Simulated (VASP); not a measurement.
Consider the following.

```
CELL_PARAMETERS angstrom
      0.00000     2.49476     2.49476
      2.49476     0.00000     2.49476
      2.49476     2.49476     0.00000
ATOMIC_POSITIONS crystal
  In 0.00000 0.00000 0.00000
  N  0.25000 0.25000 0.25000
```

Calculation: PBEsol GGA, VASP's PBE PAW potentials (set 64) (plane waves; VASP). Numerical set-up: 520 eV cut-off, Gaussian smearing of 0.050 eV, potentials In_d N.

Problem. Give the energies of bands 7 to 10 at the high-symmetry points, in eV from the Fermi level.

Solution. 
| band | Γ | X | U | L | W |
|---|---|---|---|---|---|
| 7 | -0.46 | -5.08 | -4.98 | -5.90 | -4.87 |
| 8 | 0.00 | -2.32 | -3.44 | -0.86 | -3.08 |
| 9 | 0.00 | -2.32 | -1.86 | -0.86 | -2.88 |
| 10 | 0.00 | 2.80 | 4.21 | 3.02 | 5.16 |

It has no gap at this level: it comes out as a metal or semimetal.

The structure was generated: InN was put into the zinc blende type (F-43m), which need not be its known phase. It was relaxed first.
